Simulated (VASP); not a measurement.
# HfO2: lattice, stiffness and zone-centre modes, part 2 of 2

What lattice, stiffness and vibrations does HfO2 have at one level of theory? The starting structure is a measured crystal structure from the Crystallography Open Database. All runs use LDA.

VASP 6.6.1.

So far. Step 3 (Elastic constants): The elastic tensor has C11 = 628.9, C12 = 123.7, C44 = 79.6 GPa; its Hill averages are a bulk modulus of 292.1 and a shear modulus of 129.2 GPa. Step 4 (Modes of the relaxed cell): The zone-centre modes at 10.301 Å³ an atom are T2g 606.2, T1u 260.1 cm⁻¹.

## Step 5: Modes at 0.97 of that volume

Level of this step: LDA; plane waves and PAW (Hf_pv, O) (VASP).

Shape and positions were first relaxed at this volume, in a run that isn't shown.

INCAR

```
SYSTEM = HfO2
PREC = Accurate
ENCUT = 560
EDIFF = 1E-08
NELM = 100
ISMEAR = 0
SIGMA = 0.03
LREAL = .FALSE.
ALGO = Normal
GGA = CA
NBANDS = 17
LASPH = .TRUE.
LORBIT = 11
LWAVE = .FALSE.
LCHARG = .FALSE.
KPAR = 4
IBRION = 8
LEPSILON = .TRUE.
LPEAD = .TRUE.
ISIF = 2
```

POSCAR

```
HfO2
1.0
    0.0000000000      2.4655335060      2.4655335060
    2.4655335060      0.0000000000      2.4655335060
    2.4655335060      2.4655335060      0.0000000000
Hf O
1 2
Direct
    0.0000000000      0.0000000000      0.0000000000
    0.7500000000      0.7500000000      0.7500000000
    0.2500000000      0.2500000000      0.2500000000
```

KPOINTS

```
Automatic mesh
0
Gamma
14 14 14
0 0 0
```

Potentials, in the order of the species: Hf_pv and O (LDA family, release 64).

On the command line:

```sh
$ mpirun -np 4 vasp_std
```

Log:

```text
[... set-up lines as in an earlier step ...]
 entering main loop
       N       E                     dE             d eps       ncg     rms          rms(c)
DAV:   1     0.935876660181E+02    0.93588E+02   -0.13440E+04  3536   0.137E+03
DAV:   2    -0.350209898257E+02   -0.12861E+03   -0.12542E+03  4635   0.307E+02
DAV:   3    -0.385793025237E+02   -0.35583E+01   -0.35500E+01  4135   0.467E+01
DAV:   4    -0.385976564502E+02   -0.18354E-01   -0.18351E-01  4533   0.369E+00
[...]
DAV:  12    -0.330446234640E+02   -0.42745E-06   -0.53044E-06  4432   0.185E-02    0.201E-02
DAV:  13    -0.330446235275E+02   -0.63482E-07   -0.16540E-07  4421   0.352E-03    0.184E-03
DAV:  14    -0.330446235290E+02   -0.15107E-08   -0.22367E-09  2691   0.414E-04
   1 F= -.33044624E+02 E0= -.33044624E+02  d E =-.301672E-12
 Linear response reoptimize wavefunctions to high precision
DAV:   1    -0.330446235292E+02   -0.17326E-09   -0.11050E-09  3134   0.318E-04
DAV:   2    -0.330446235292E+02   -0.45475E-10   -0.11827E-10  2039   0.891E-05
 Linear response to external field (no local field effect), progress :
[...]
RMM:  29    -0.219283986311E+00    0.62588E-11   -0.12683E-07 12573   0.262E-04    0.257E-08
 first order change of Fermi-energy   0.89725E-02
 force on displaced ion       1 direction 1 :  -8.513   0.000   0.000
 Born effective charge ion    1 direction 1 :   5.568   0.000   0.000
 Linear response progress:
  Degree of freedom:   2/  2
       N       E                     dE             d eps       ncg     rms          rms(c)
RMM:   1    -0.370568446634E+00   -0.37057E+00    0.22087E-01 31580   0.382E+00
RMM:   2    -0.358139577746E+00    0.12429E-01   -0.11177E-02 22672   0.699E-01    0.831E-01
RMM:   3    -0.359425244065E+00   -0.12857E-02   -0.96839E-04 21172   0.196E-01    0.494E-01
RMM:   4    -0.361664977230E+00   -0.22397E-02   -0.85515E-04 21659   0.191E-01    0.520E-02
[...]
RMM:  17    -0.361354185761E+00    0.36076E-10   -0.15722E-07 19071   0.212E-04    0.717E-07
RMM:  18    -0.361354185682E+00    0.78723E-10   -0.15227E-07 19136   0.211E-04    0.209E-07
RMM:  19    -0.361354185652E+00    0.30101E-10   -0.15263E-07 19215   0.211E-04    0.820E-08
 first order change of Fermi-energy  -0.39805E-04
 force on displaced ion       2 direction 1 : -13.998   0.000   0.000
 Born effective charge ion    2 direction 1 :  -2.784   0.000   0.000
 Born effective charges drift removed
 Linear response finished
```

Run time: 5.9 min. Hardware: 4 MPI ranks of Intel Xeon Platinum 8259CL at 2.50GHz (Skylake/Cascade Lake), shared host; peak memory 3.8 GiB; 23 min of CPU time.

OUTCAR, selected parts (step 5):

```text
  Total        1.7615789      1.7615789      1.7615789      0.0000000      0.0000000      0.0000000
  in kB       94.1564263     94.1564263     94.1564263      0.0000000      0.0000000      0.0000000
  external PRESSURE =      94.1564263 kB  Pullay stress =       0.0000000 kB

 POSITION                                       TOTAL-FORCE (eV/Angst)
 -----------------------------------------------------------------------------------
      0.00000      0.00000      0.00000         0.000000      0.000000      0.000000
      3.69830      3.69830      3.69830         0.000000      0.000000      0.000000
      1.23277      1.23277      1.23277        -0.000000     -0.000000     -0.000000
 -----------------------------------------------------------------------------------
    total drift:                                0.000000      0.000000      0.000000

 MACROSCOPIC STATIC DIELECTRIC TENSOR (including local field effects in DFT)
 ------------------------------------------------------
           5.325020     0.000000    -0.000000
          -0.000000     5.325020     0.000000
           0.000000     0.000000     5.325020
 ------------------------------------------------------

 MACROSCOPIC STATIC DIELECTRIC TENSOR IONIC CONTRIBUTION
 ------------------------------------------------------
          21.976031     0.000000     0.000000
           0.000000    21.976031    -0.000000
           0.000000    -0.000000    21.976031
 ------------------------------------------------------

[... 1 part as in an earlier step ...]

[... 1 further part left out ...]
```

The zone-centre modes at 9.992 Å³ an atom are T2g 635.1, T1u 292.3 cm⁻¹.

## Step 6: Modes at 1.03 of that volume

Shape and positions were first relaxed at this volume, in a run that isn't shown.

INCAR is that of step 5.

POSCAR

```
HfO2
1.0
    0.0000000000      2.5153556869      2.5153556869
    2.5153556869      0.0000000000      2.5153556869
    2.5153556869      2.5153556869      0.0000000000
Hf O
1 2
Direct
    0.0000000000      0.0000000000      0.0000000000
    0.7500000000      0.7500000000      0.7500000000
    0.2500000000      0.2500000000      0.2500000000
```

KPOINTS is that of step 5.

On the command line:

```sh
$ mpirun -np 4 vasp_std
```

Log:

```text
[... set-up lines as in an earlier step ...]
 entering main loop
       N       E                     dE             d eps       ncg     rms          rms(c)
DAV:   1     0.941191075995E+02    0.94119E+02   -0.13357E+04  3536   0.136E+03
DAV:   2    -0.348180286376E+02   -0.12894E+03   -0.12540E+03  4583   0.307E+02
DAV:   3    -0.386500617261E+02   -0.38320E+01   -0.38227E+01  4123   0.477E+01
DAV:   4    -0.386710853980E+02   -0.21024E-01   -0.21020E-01  4634   0.391E+00
[...]
DAV:  12    -0.330512843164E+02   -0.73708E-06   -0.70902E-06  4555   0.207E-02    0.225E-02
DAV:  13    -0.330512843716E+02   -0.55131E-07   -0.17515E-07  4315   0.376E-03    0.322E-03
DAV:  14    -0.330512843742E+02   -0.26153E-08   -0.36932E-09  2956   0.604E-04
   1 F= -.33051284E+02 E0= -.33051284E+02  d E =-.694415E-12
 Linear response reoptimize wavefunctions to high precision
DAV:   1    -0.330512843745E+02   -0.35629E-09   -0.90014E-10  3009   0.282E-04
DAV:   2    -0.330512843745E+02    0.50022E-11   -0.10277E-10  2006   0.830E-05
 Linear response to external field (no local field effect), progress :
[...]
RMM:  21    -0.221564365519E+00   -0.67406E-10   -0.12665E-07 12020   0.179E-04    0.768E-08
 first order change of Fermi-energy  -0.13134E-01
 force on displaced ion       1 direction 1 :  -5.178   0.000   0.000
 Born effective charge ion    1 direction 1 :   5.543   0.000   0.000
 Linear response progress:
  Degree of freedom:   2/  2
       N       E                     dE             d eps       ncg     rms          rms(c)
RMM:   1    -0.370071313050E+00   -0.37007E+00    0.21933E-01 31432   0.377E+00
RMM:   2    -0.357865660828E+00    0.12206E-01   -0.11336E-02 22536   0.695E-01    0.720E-01
RMM:   3    -0.359108668436E+00   -0.12430E-02   -0.90897E-04 21283   0.187E-01    0.433E-01
RMM:   4    -0.361198754872E+00   -0.20901E-02   -0.77144E-04 21670   0.180E-01    0.472E-02
[...]
RMM:  11    -0.360909861891E+00   -0.34099E-07   -0.88208E-08 27589   0.188E-04    0.860E-04
RMM:  12    -0.360909804941E+00    0.56949E-07   -0.71200E-08 29374   0.161E-04    0.207E-04
RMM:  13    -0.360909800379E+00    0.45628E-08   -0.91659E-08 28606   0.153E-04    0.323E-06
 first order change of Fermi-energy  -0.18108E-01
 force on displaced ion       2 direction 1 : -11.132  -0.000  -0.000
 Born effective charge ion    2 direction 1 :  -2.772   0.000   0.000
 Born effective charges drift removed
 Linear response finished
```

Run time: 5.7 min. Hardware: 4 MPI ranks; peak memory 3.6 GiB; 20 min of CPU time.

From OUTCAR (step 6):

```text
  Total       -1.5974015     -1.5974015     -1.5974015      0.0000000      0.0000000     -0.0000000
  in kB      -80.4074804    -80.4074804    -80.4074804      0.0000000      0.0000000     -0.0000000
  external PRESSURE =     -80.4074804 kB  Pullay stress =       0.0000000 kB

 POSITION                                       TOTAL-FORCE (eV/Angst)
 -----------------------------------------------------------------------------------
      0.00000      0.00000      0.00000         0.000000     -0.000000      0.000000
      3.77303      3.77303      3.77303        -0.000000     -0.000000     -0.000000
      1.25768      1.25768      1.25768         0.000000      0.000000      0.000000
 -----------------------------------------------------------------------------------
    total drift:                                0.000000      0.000000      0.000000

 MACROSCOPIC STATIC DIELECTRIC TENSOR (including local field effects in DFT)
 ------------------------------------------------------
           5.350114    -0.000000     0.000000
          -0.000000     5.350114     0.000000
          -0.000000    -0.000000     5.350114
 ------------------------------------------------------

 MACROSCOPIC STATIC DIELECTRIC TENSOR IONIC CONTRIBUTION
 ------------------------------------------------------
          33.787763     0.000000     0.000000
           0.000000    33.787763     0.000000
           0.000000     0.000000    33.787763
 ------------------------------------------------------

[... 1 part as in an earlier step ...]

[... 1 further part left out ...]
```

The zone-centre modes at 10.610 Å³ an atom are T2g 578.5, T1u 227.3 cm⁻¹.

## Step 7: Comparison

| run | volume (Å³/atom) | T2g | T1u | core minutes |
| --- | --- | --- | --- | --- |
| relaxation | 10.301 | - | - | 0.373 |
| elastic constants | 10.301 | - | - | 27.2 |
| modes of the relaxed cell | 10.301 | 606.2 | 260.1 | 25.1 |
| modes at 0.97 of that volume | 9.992 | 635.1 | 292.3 | 23.6 |
| modes at 1.03 of that volume | 10.61 | 578.5 | 227.3 | 22.9 |

Modes are in cm⁻¹, degenerate ones as one, matched by symmetry and order. A number in brackets counts the listed modes of one symmetry from the lowest. The symmetry labels come from an automatic analysis and can be wrong where levels nearly coincide. Core minutes are wall time times ranks of the run shown, on a shared host.

## Step 8: Summary of results

```json
{
  "relaxed volume": "10.30 Å³/atom",
  "bulk modulus from two volumes": "290 GPa",
  "Hill shear modulus": "129 GPa",
  "mode T2g": "606.2 cm⁻¹",
  "mode T1u": "260.1 cm⁻¹",
  "Grüneisen parameter of T2g": "1.56",
  "Grüneisen parameter of T1u": "4.19"
}
```

What this shows: At the LDA level HfO2 relaxes to 10.30 Å³ an atom. The bulk modulus is 290.1 GPa from the pressures at two volumes and 292.1 GPa as the Hill average of the elastic tensor, so the two routes agree. The mode Grüneisen parameters, from the cells at 0.97 and 1.03 of the volume, run from 1.56 (T2g) to 4.19 (T1u). The dielectric constants and Born charges in the logs aren't compared here; at a small gap they can be far off, and in a run without a gap they mean nothing. The frequencies are harmonic, and the splitting of polar modes by their long-range field is left out. All values are for a static lattice. Further runs on this material are not shown.

[Lines on the potential files, build, host, timing and source positions are cut from VASP's logs without a mark.]

[Logs are printed without paths, hosts, clocks, repeated set-up lines and the standing remarks that a program may print on its own settings, such as how far it seeks lower states.]

[Hosts, paths, dates, database ids (printed as entryN), source tags and the programs' standing remarks are cut or masked in the printed files.]
